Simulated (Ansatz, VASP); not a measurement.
MgI2: VASP beside Ansatz

Contents of INCAR:

```
PREC = Accurate
ENCUT = 520
EDIFF = 1E-6
ISMEAR = 0
SIGMA = 0.05
LREAL = F
LASPH = T
NELM = 100
ALGO = Normal
ISIF = 2
LWAVE = F
LCHARG = F
NBANDS = 15
```

KPOINTS

```
Automatic mesh
0
Gamma
  6 6 4
```

The input POSCAR:

```
MgI2
1.0
    4.1537001214      0.0000000000      0.0000000000
   -2.0768500607      3.5972098248      0.0000000000
    0.0000000000      0.0000000000      6.8620000000
Mg I
1 2
Direct
    0.0000000000      0.0000000000      0.0000000000
    0.3739773903      0.6869886951      0.7280772998
    0.7073107236      0.3536553618      0.2128172998
```

Input for Ansatz:

```yaml
crystal:
  lattice:
    - [4.1537001214, 0.0, 0.0]
    - [-2.0768500607, 3.5972098248, 0.0]
    - [0.0, 0.0, 6.862]
  atoms:
    - { symbol: Mg, position: [0.0, 0.0, 0.0] }
    - { symbol: I, position: [0.3739773903, 0.6869886951, 0.7280772998] }
    - { symbol: I, position: [0.7073107236, 0.3536553618, 0.2128172998] }
basis:
  ecutwfc: 420
kpoints:
  mp_grid: { grid: [6, 6, 4] }
hamiltonian:
  xc: lda
scf:
  occupations: { method: gaussian, width: 0.05 }
output:
  forces: true
  stress: true
  eigenvalues: true
```

Change from the starting cell: all I atoms moved -0.250 Å, as atom 2 towards its neighbour atom 3 (I) at 4.101 Å.

Alike in both runs: task single point; functional LDA; k mesh 6 × 6 × 4; occupations gaussian, width 0.05 eV; no spin polarisation.

```csv
,VASP,Ansatz
version,VASP 6.6.1,Ansatz 0.2.0
potentials or method,"VASP PAW LDA potentials, release 64 (Mg, I)","scalar-relativistic, plane waves, PAW"
plane-wave cutoff (eV),520,420
valence electrons in the cell,16,44
```

Ansatz gave:

| Quantity | Value |
| --- | --- |
| gap on the k mesh at the Fermi level (eV) | 2.98 |
| least direct gap on the mesh (eV) | 2.99 |
| pressure (GPa) | -0.9 |
| largest component of the traceless stress (GPa) | 0.41 |
| rms of the force components (eV/Å) | 0.470 |

Q: Which values does VASP return?

A: gap on the k mesh at the Fermi level (eV): 2.96; least direct gap on the mesh (eV): 3.00; pressure (GPa): -1.0; largest component of the traceless stress (GPa): 0.42; rms of the force components (eV/Å): 0.472.

Atom by atom the forces differ by 0.005 eV/Å (rms over components). The two sets of potentials don't hold the same shells in valence.

Caveats: spin-orbit coupling is left out, which moves the levels of the heavy elements; forces of over 1 eV/Å show positions far from the minimum, so gaps and moduli don't describe the material at rest. A k mesh can miss the band edges.
